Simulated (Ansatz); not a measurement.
# From the elastic tensor of HfB at 10 GPa (stress–strain coefficients) to moduli and sound speeds

Method: Ansatz, DFT PBE, scalar-relativistic, plane waves, PAW. Plane waves to 420 eV; Γ-centred k mesh 16×16×16; Fermi-Dirac smearing of 0.15 eV. No spin polarisation.

It takes space group Fm-3m (No. 225, cubic). The conventional cell has a = 4.751 Å, b = 4.751 Å, c = 4.751 Å, α = 90.00°, β = 90.00°, γ = 90.00°. Hf (site symmetry m-3m) is surrounded by 6 B at 2.38 Å. Around B (site symmetry m-3m) lie 6 Hf at 2.38 Å.

In a metal, frequencies and elastic constants depend on the k mesh and the smearing, soft modes and shear constants most. Spin–orbit coupling is left out, which can shift energies with elements as heavy as these. Other phases may be more stable at this pressure.

Relaxed-ion constants (GPa, on the Cartesian axes of the calculation):
```
469.4  73.9  73.9   0.0   0.0   0.0
 73.9 469.4  73.9   0.0   0.0   0.0
 73.9  73.9 469.4   0.0   0.0   0.0
  0.0   0.0   0.0  59.5   0.0   0.0
  0.0   0.0   0.0   0.0  59.5   0.0
  0.0   0.0   0.0   0.0   0.0  59.5
```

Density 11.728 g/cm³; 2 atoms in 26.80 Å³.

The values that follow are for a polycrystal of randomly turned grains, by Hill's mean where one number stands. In a crystal this anisotropic the Voigt and Reuss bounds lie far apart, so Hill's mean and the sound speeds and Debye temperature from it are rough.

With S = C⁻¹: B_V = (C11+C22+C33+2(C12+C13+C23))/9, G_V = (C11+C22+C33−C12−C13−C23+3(C44+C55+C66))/15, 1/B_R = S11+S22+S33+2(S12+S13+S23), 15/G_R = 4(S11+S22+S33−S12−S13−S23)+3(S44+S55+S66); Hill is their mean. Then v_l = √((B+4G/3)/ρ), v_t = √(G/ρ), v_m = [(2/v_t³+1/v_l³)/3]^(−1/3) and Θ = (ħ/k_B)·v_m·(6π²n/V)^(1/3) for n atoms in the volume V; E = 9BG/(3B+G), ν = (3B−2G)/(2(3B+G)) and A^U = 5G_V/G_R + B_V/B_R − 6.

```
Bulk modulus, Voigt / Reuss / Hill          : 205.7 / 205.7 / 205.7 GPa
Shear modulus, Voigt / Reuss / Hill         : 114.8 / 82.6 / 98.7 GPa
Young's modulus                             : 255 GPa
Poisson ratio                               : 0.293
Pugh ratio B/G                              : 2.08
Universal anisotropy index                  : 1.95
Longitudinal and transverse sound speeds    : 5363 and 2901 m/s
Debye temperature from the mean sound speed : 406 K
```

Cost: 1 run of about 1.9 core-minutes, on Arm Neoverse V1 (shared hosts).